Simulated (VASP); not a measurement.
# Ti (P6_3/mmc) in VASP: a series of runs

Aim: see how the results for Ti move with the level of theory and the settings. Levels: PBE+D3(BJ), PBE. Tasks: relaxation of cell and atoms.

Everything below comes from runs of VASP 6.6.1. Logs are shortened: lines on timing, memory, paths and dates and some standing lists are left out, and cuts for length are marked.

## (1) The crystal as given

The structure is hexagonal, space group P6_3/mmc (No. 194). The conventional cell has a = 2.950 Å, b = 2.950 Å, c = 4.680 Å, α = 90.00°, β = 90.00°, γ = 120.00°. Around Ti (site symmetry -6m2) lie 12 Ti at 2.89 to 2.95 Å.

## (2) Relaxation of cell and atoms, PBE+D3(BJ)

INCAR

```
ALGO = Normal
EDIFF = 1E-6
EDIFFG = -0.01
ENCUT = 600
GGA = PE
IBRION = 2
ISIF = 3
ISMEAR = 1
IVDW = 12
LASPH = True
LCHARG = False
LREAL = False
LWAVE = False
NELM = 80
NSW = 90
PREC = Accurate
SIGMA = 0.1
```

KPOINTS

```
k-points
0
Gamma
  18 18 9
```

POSCAR

```
Ti
1.0
    2.9500000000      0.0000000000      0.0000000000
   -1.4750000000      2.5547749412      0.0000000000
    0.0000000000      0.0000000000      4.6800000000
Ti
2
Direct
    0.3333333333      0.6666666667      0.2500000000
    0.6666666667      0.3333333333      0.7500000000
```

Potentials or basis: VASP PAW PBE potentials, release 64 (Ti_sv).

Started as:

```bash
> cat potpaw_PBE.64/Ti_sv/POTCAR > POTCAR
> mpirun -np 1 vasp_std > vasp.out
```

OUTCAR:

```text
EDIFF = 1E-6
   EDIFFG = -0.01
   ENCUT = 600
   GGA = PE
   IBRION = 2
   ISIF = 3
   ISMEAR = 1
   IVDW = 12
   LASPH = True
   LREAL = False
   NELM = 80
   NSW = 90
   PREC = Accurate
 IVDW          = 12

 ion  position               nearest neighbor table
   1  0.333  0.667  0.250-   2 2.89   2 2.89   2 2.89   2 2.89   2 2.89   2 2.89
   2  0.667  0.333  0.750-   1 2.89   1 2.89   1 2.89   1 2.89   1 2.89   1 2.89

  LATTYP: Found a hexagonal cell.
 ALAT       =     2.9500000000
 C/A-ratio  =     1.5864406780

  Lattice vectors:

 A1 = (   2.9500000000,   0.0000000000,   0.0000000000)
 A2 = (  -1.4750000000,   2.5547749412,   0.0000000000)
 A3 = (   0.0000000000,   0.0000000000,   4.6800000000)

Analysis of symmetry for initial positions (statically):
=====================================================================
 Subroutine PRICEL returns:
 Original cell was already a primitive cell.

 Routine SETGRP: Setting up the symmetry group for a
 hexagonal supercell.

 Subroutine GETGRP returns: Found 24 space group operations
 (whereof 12 operations were pure point group operations)
 out of a pool of 24 trial point group operations.

The static configuration has the point symmetry D_3d.
 The point group associated with its full space group is D_6h.

Analysis of symmetry for dynamics (positions and initial velocities):
=====================================================================
 Subroutine PRICEL returns:
 Original cell was already a primitive cell.

 Routine SETGRP: Setting up the symmetry group for a
 hexagonal supercell.

 Subroutine GETGRP returns: Found 24 space group operations
 (whereof 12 operations were pure point group operations)
 out of a pool of 24 trial point group operations.

The dynamic configuration has the point symmetry D_3d.
 The point group associated with its full space group is D_6h.

 Subroutine INISYM returns: Found 24 space group operations
 (whereof 12 operations are pure point group operations),
 and found     1 'primitive' translations

----------------------------------------------------------------------------------------

                                     Primitive cell

  volume of cell :      35.2712

  direct lattice vectors                    reciprocal lattice vectors
     2.950000000  0.000000000  0.000000000     0.338983051  0.195711956  0.000000000
    -1.475000000  2.554774941  0.000000000     0.000000000  0.391423911  0.000000000
     0.000000000  0.000000000  4.680000000     0.000000000  0.000000000  0.213675214

  length of vectors
     2.950000000  2.950000000  4.680000000     0.391423911  0.391423911  0.213675214

  position of ions in fractional coordinates (direct lattice)
     0.333333333  0.666666667  0.250000000
     0.666666667  0.333333333  0.750000000

  ion indices of the primitive-cell ions
   primitive index   ion index
                 1           1
                 2           2

----------------------------------------------------------------------------------------

 KPOINTS: k-points

Automatic generation of k-mesh.
 Grid dimensions read from file:
 generate k-points for:   18   18    9

 Generating k-lattice:

  Cartesian coordinates                     Fractional coordinates (reciprocal lattice)
     0.018832392  0.010872886  0.000000000     0.055555556 -0.000000000  0.000000000
     0.000000000  0.021745773  0.000000000     0.000000000  0.055555556  0.000000000
     0.000000000  0.000000000  0.023741690     0.000000000  0.000000000  0.111111111

  Length of vectors
     0.021745773  0.021745773  0.023741690

  Shift w.r.t. Gamma in fractional coordinates (k-lattice)
     0.000000000  0.000000000  0.000000000

 Subroutine IBZKPT returns following result:
 ===========================================

 Found    185 irreducible k-points:

 Following reciprocal coordinates:
            Coordinates               Weight
  0.000000  0.000000  0.000000      1.000000
  0.055556  0.000000  0.000000      6.000000
  0.111111  0.000000  0.000000      6.000000
  0.166667  0.000000  0.000000      6.000000
  0.222222  0.000000  0.000000      6.000000
  0.277778 -0.000000  0.000000      6.000000
[... 16 lines left out ...]
  0.333333  0.111111  0.000000     12.000000
  0.388889  0.111111  0.000000     12.000000
 [... further k-points ...]
   k-points           NKPTS =    185   k-points in BZ     NKDIM =    185   number of bands    NBANDS=     16
   number of dos      NEDOS =    301   number of ions     NIONS =      2
   total plane-waves  NPLWV =  23040
   dimension x,y,z NGX =    24 NGY =   24 NGZ =   40
   dimension x,y,z NGXF=    48 NGYF=   48 NGZF=   80
   ions per type =               2
   NGX,Y,Z   is equivalent  to a cutoff of  13.53, 13.53, 14.21 a.u.
   NGXF,Y,Z  is equivalent  to a cutoff of  27.05, 27.05, 28.42 a.u.
 SYSTEM =  unknown system
   PREC   = accura    normal or accurate (medium, high low for compatibility)
   ISTART =      0    job   : 0-new  1-cont  2-samecut
   ICHARG =      2    charge: 1-file 2-atom 10-const
   ISPIN  =      1    spin polarized calculation?
   LNONCOLLINEAR =      F non collinear calculations
   LSORBIT =      F    spin-orbit coupling
   LASPH  =      T    aspherical Exc in radial PAW
   ENCUT  =  600.0 eV  44.10 Ry    6.64 a.u.   5.89  5.89  9.35*2*pi/ulx,y,z
   NELM   =     80;   NELMIN=  2; NELMDL= -5     # of ELM steps
   EDIFF  = 0.1E-05   stopping-criterion for ELM
   LREAL  =      F    real-space projection
   EDIFFG = -.1E-01   stopping-criterion for IOM
   NSW    =     90    number of steps for IOM
   IBRION =      2    ionic relax: 0-MD 1-quasi-New 2-CG
   NFREE  =      1    steps in history (QN), initial steepest desc. (CG)
   ISIF   =      3    stress and relaxation
   ISYM   =      2    0-nonsym 1-usesym 2-fastsym
   POTIM  = 0.5000    time-step for ionic-motion
   TEBEG  =    0.0;   TEEND  =   0.0 temperature during run
   PSTRESS=    0.0 pullay stress
   NELECT =      24.0000    total number of electrons
   NUPDOWN=      -1.0000    fix difference up-down
   EMIN   =  10.00;   EMAX   =-10.00  energy-range for DOS
   EFERMI =   0.00;   METHOD = LEGACY
   ISMEAR =     1;   SIGMA  =   0.10  broadening in eV -4-tet -1-fermi 0-gaus
   EFERMI_NEDOS =   21; number of points for ismear=-14 and -15
   IALGO  =     38    algorithm
   IMIX   =      4    mixing-type and parameters
     AMIX     =   0.40;   BMIX     =  1.00
     AMIX_MAG =   1.60;   BMIX_MAG =  1.00
  volume/ion in A,a.u.               =      17.64       119.01
  Fermi-wavevector in a.u.,A,eV,Ry     =   1.439920  2.721055 28.209912  2.073370
  Thomas-Fermi vector in A             =   2.558722
   LORBIT       =      0    0 simple, 1 ext, 2 COOP (PROOUT), +10 PAW based schemes
   GGA     = PE    functional components
   LHFCALC =     F    Hartree Fock is set to
   AEXX    =    0.0000 exact exchange contribution
   IVDW    =    12    specifies the selected vdW correction
   LEPSILON=     F    determine dielectric tensor
   LRPA    =     F    only Hartree local field effects (RPA)
 conjugate gradient relaxation of ions
 non-spin polarized calculation
 Methfessel and Paxton  Order N= 1 SIGMA  =   0.10
  energy-cutoff  :      600.00
  volume of cell :       35.27
 maximum number of plane-waves:      1194
 NGX is ok and might be reduce to    24
   NGX = 11   NGY = 11   NGZ = 19

--------------------------------------- Ionic step        1  -------------------------------------------

 number of electron      23.9999997 magnetization

 Free energy of the ion-electron system (eV)
  ---------------------------------------------------
  ext. energy  EPLUGINS =         0.00000000
  ---------------------------------------------------
  free energy    TOTEN  =       -15.66832335 eV

  energy without entropy =      -15.66891186  energy(sigma->0) =      -15.66851952

------------------------ aborting loop because EDIFF is reached ----------------------------------------

 Edisp (eV)   -1.18418

 E8    (eV) :    -0.5617

  FORCE on cell =-STRESS in cart. coord.  units (eV):
  Direction    XX          YY          ZZ          XY          YZ          ZX
  --------------------------------------------------------------------------------------
  -------------------------------------------------------------------------------------
  Total      -1.59332    -1.59332    -1.69627     0.00000     0.00000     0.00000
  in kB     -72.37556   -72.37556   -77.05207     0.00000     0.00000     0.00000
  external pressure =      -73.93 kB  Pullay stress =        0.00 kB

 VOLUME and BASIS-vectors are now :
 -----------------------------------------------------------------------------
  energy-cutoff  :      600.00
  volume of cell :       35.27
      direct lattice vectors                 reciprocal lattice vectors
     2.950000000  0.000000000  0.000000000     0.338983051  0.195711956  0.000000000
    -1.475000000  2.554774941  0.000000000     0.000000000  0.391423911  0.000000000
     0.000000000  0.000000000  4.680000000     0.000000000  0.000000000  0.213675214
[... 41 lines left out ...]
 POSITION                                       TOTAL-FORCE (eV/Angst)
 -----------------------------------------------------------------------------------
     -0.00000      1.63773      1.12213         0.000000      0.000000      0.000000
      1.41831      0.81886      3.36638        -0.000000     -0.000000      0.000000
 -----------------------------------------------------------------------------------
    total drift:                               -0.000000      0.000000     -0.000000

  FREE ENERGIE OF THE ION-ELECTRON SYSTEM (eV)
  ---------------------------------------------------
  free  energy   TOTEN  =       -16.8776371942 eV

  energy  without entropy=      -16.8776669687  energy(sigma->0) =      -16.87764712

--------------------------------------- Ionic step        3  -------------------------------------------

 number of electron      24.0000003 magnetization

 Free energy of the ion-electron system (eV)
  ---------------------------------------------------
  ext. energy  EPLUGINS =         0.00000000
  ---------------------------------------------------
  free energy    TOTEN  =       -15.63739387 eV

  energy without entropy =      -15.63763044  energy(sigma->0) =      -15.63747273

 E-fermi :   8.9358     XC(G=0): -11.7539

 val. band max:        8.9352435524   @ k =   0.3333   0.2778   0.3333
 cond. band min:       8.9390913542   @ k =   0.2778   0.2222   0.4444
 fundamental gap:      0.0038478018
 Fermi energy:         8.9358163703

 k-point     1 :       0.0000    0.0000    0.0000
  band No.  band energies     occupation
      1     -47.8569      2.00000
      2     -47.6871      2.00000
      3     -24.5106      2.00000
      4     -23.7511      2.00000
      5     -23.7511      2.00000
      6     -23.6696      2.00000
[... 8 lines left out ...]
     15      10.2601     -0.00000
     16      10.2601     -0.00000
[... 419 lines left out ...]
 k-point    24 :       0.3889    0.1111    0.0000
  band No.  band energies     occupation
      1     -47.7109      2.00000
      2     -47.6554      2.00000
      3     -24.2811      2.00000
      4     -24.1472      2.00000
      5     -24.1401      2.00000
      6     -23.9486      2.00000
[... 8 lines left out ...]
     15      10.1605     -0.00000
     16      12.2373      0.00000

 [... further k-points ...]

------------------------ aborting loop because EDIFF is reached ----------------------------------------

 Edisp (eV)   -1.27285

 E8    (eV) :    -0.6045

  FORCE on cell =-STRESS in cart. coord.  units (eV):
  Direction    XX          YY          ZZ          XY          YZ          ZX
  --------------------------------------------------------------------------------------
  -------------------------------------------------------------------------------------
  Total      -0.01060    -0.01060    -0.00735     0.00000    -0.00000     0.00000
  in kB      -0.51600    -0.51600    -0.35768     0.00000    -0.00000     0.00000
  external pressure =       -0.46 kB  Pullay stress =        0.00 kB

 VOLUME and BASIS-vectors are now :
 -----------------------------------------------------------------------------
  energy-cutoff  :      600.00
  volume of cell :       32.91
      direct lattice vectors                 reciprocal lattice vectors
     2.884197488  0.000000000  0.000000000     0.346716896  0.200177093  0.000000000
    -1.442098744  2.497788294  0.000000000     0.000000000  0.400354186  0.000000000
     0.000000000  0.000000000  4.568863000     0.000000000  0.000000000  0.218872836

 POSITION                                       TOTAL-FORCE (eV/Angst)
 -----------------------------------------------------------------------------------
     -0.00000      1.66519      1.14222         0.000000     -0.000000      0.000000
      1.44210      0.83260      3.42665        -0.000000      0.000000      0.000000
 -----------------------------------------------------------------------------------
    total drift:                               -0.000000      0.000000     -0.000000

  FREE ENERGIE OF THE ION-ELECTRON SYSTEM (eV)
  ---------------------------------------------------
  free  energy   TOTEN  =       -16.9102443237 eV

  energy  without entropy=      -16.9104808885  energy(sigma->0) =      -16.91032318

 reached required accuracy - stopping structural energy minimisation
```

Run time: 3.7 min. Hardware: 1 thread of Intel Xeon Platinum 8259CL at 2.50GHz (Skylake/Cascade Lake), shared host; peak memory 0.26 GiB.

Results:

```yaml
Free_energy: -16.9102 eV
Relaxed_volume: 16.46 Å³/atom
Relaxed_cell: a = 2.884 Å, b = 2.884 Å, c = 4.569 Å, α = 90.00°, β = 90.00°, γ = 120.00°
Space_group_after_relaxing_to_0.05_Å: P6_3/mmc (No. 194)
Energy_gained_by_relaxing: 28.9 meV/atom
Ionic_steps: 3
Pressure_after_relaxing: 0.0 GPa
Band_gap_on_the_k_mesh: none (metal or under the smearing width)
Dispersion_energy_per_atom: -0.636 eV
```

Step by step:
```csv
step,energy change (eV),largest force (eV/Å),pressure (GPa),volume (Å³)
1,0.0000,0.0000,-7.39,35.27
2,-0.0251,0.0000,6.63,31.28
3,-0.0577,0.0000,-0.05,32.91
```

Final structure:
```xyz
2
Lattice="2.8842 0.0000 0.0000 -1.4421 2.4978 0.0000 0.0000 0.0000 4.5689" Properties=species:S:1:pos:R:3 pbc="T T T"
Ti    0.0000    1.6652    1.1422
Ti    1.4421    0.8326    3.4266
```

Caveat: pairwise dispersion overbinds metals, which lowers pressure and volume.

## (3) Relaxation of cell and atoms, PBE+D3(BJ)

This run uses another cell than the first one, of 16.46 Å³/atom, 0.933 times its volume.

INCAR, as its differences from that of step 2:

```diff
@@ -1,4 +1,4 @@
 ALGO = Normal
-EDIFF = 1E-6
-EDIFFG = -0.01
+EDIFF = 1E-7
+EDIFFG = -0.005
 ENCUT = 600
```

KPOINTS is that of step 2.

POSCAR

```
Ti                                      
1.0
    2.8841974882      0.0000000000      0.0000000000
   -1.4420987441      2.4977882944      0.0000000000
    0.0000000000      0.0000000000      4.5688630000
  Ti            
     2
Direct
     0.3333333332999970    0.6666666667000030    0.2500000000000000
     0.6666666667000030    0.3333333332999970    0.7500000000000000
```

Potentials or basis: VASP PAW PBE potentials, release 64 (Ti_sv).

Started as:

```bash
> cat potpaw_PBE.64/Ti_sv/POTCAR > POTCAR
> mpirun -np 1 vasp_std > vasp.out
```

It took 97 s on 1 thread of Intel Xeon Platinum 8259CL at 2.50GHz (Skylake/Cascade Lake), shared host; peak memory 0.24 GiB.

It converged, with:

```yaml
Free_energy: -16.9092 eV
Pressure_after_relaxing: 0.0 GPa
Band_gap_on_the_k_mesh: none (metal or under the smearing width)
Dispersion_energy_per_atom: -0.636 eV
```

Final structure:
```
Ti
1.0
     2.88420    0.00000    0.00000
    -1.44210    2.49779    0.00000
     0.00000    0.00000    4.56886
Ti
2
Direct
  0.33333 0.66667 0.25000
  0.66667 0.33333 0.75000
```

Levels at points of the mesh, in eV from the Fermi level:
```csv
k point,band 10,band 11,band 12,band 13,band 14,band 15
"(0.00, 0.00, 0.00)",-2.84,0.79,0.79,0.91,0.91,1.32
"(0.50, 0.00, 0.00)",-2.34,-2.01,-0.59,0.47,0.66,1.24
```

Caveat: the relaxation stopped at its first step, so nothing moved; pairwise dispersion overbinds metals, which lowers pressure and volume.

[end of part 1 of 2]
